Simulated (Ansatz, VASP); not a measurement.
## HfO2: VASP beside Ansatz

INCAR

```
ALGO = Normal ; EDIFF = 1E-6
ENCUT = 520 ; GGA = PE
ISIF = 2 ; ISMEAR = 0
LASPH = True ; LCHARG = False
LREAL = False ; LWAVE = False
NBANDS = 18 ; NELM = 60
PREC = Accurate ; SIGMA = 0.02
```

Contents of KPOINTS:

```
k-points
0
Gamma
  8 8 8
```

File POSCAR:

```
HfO2
1.0
    0.0000000000      2.5488057611      2.5488057611
    2.5488057611      0.0000000000      2.5488057611
    2.5488057611      2.5488057611      0.0000000000
Hf O
1 2
Direct
    0.0000000000      0.0000000000      0.0000000000
    0.2500000000      0.2500000000      0.2500000000
    0.7500000000      0.7500000000      0.7500000000
```

Input for Ansatz:

```yaml
crystal:
  lattice:
    - [0.0, 2.5488057611, 2.5488057611]
    - [2.5488057611, 0.0, 2.5488057611]
    - [2.5488057611, 2.5488057611, 0.0]
  atoms:
    - { symbol: Hf, position: [0.0, 0.0, 0.0] }
    - { symbol: O, position: [0.25, 0.25, 0.25] }
    - { symbol: O, position: [0.75, 0.75, 0.75] }
basis:
  ecutwfc: 420
kpoints:
  mp_grid: { grid: [8, 8, 8] }
  band_path: { path: [VBM, CBM], npoints: 2 }
hamiltonian:
  xc: pbe
scf:
  occupations: { method: gaussian, width: 0.02 }
output:
  forces: true
  stress: true
  eigenvalues: true
```

Alike in both runs: task single point; functional PBE; k mesh 8 × 8 × 8; occupations gaussian, width 0.02 eV; no spin polarisation.

|  | VASP | Ansatz |
| --- | --- | --- |
| version | VASP 6.6.1 | Ansatz 0.2.0 |
| potentials or method | VASP PAW PBE potentials, release 64 (Hf_pv, O) | scalar-relativistic, plane waves, PAW |
| plane-wave cutoff (eV) | 520 | 420 |
| valence electrons in the cell | 22 | 38 |

VASP gave:

- gap on the k mesh at the Fermi level (eV): 3.76
- least direct gap on the mesh (eV): 3.76
- pressure (GPa): -3.6

What did Ansatz give for the same quantities?

gap on the k mesh at the Fermi level (eV): 3.75; least direct gap on the mesh (eV): 3.75; pressure (GPa): 0.0.

The functional is the same, so the differences come from potentials, cutoffs and numerics. The two sets of potentials don't hold the same shells in valence.

Caveats: spin-orbit coupling is left out, which moves the levels of the heavy elements. A k mesh can miss the band edges.
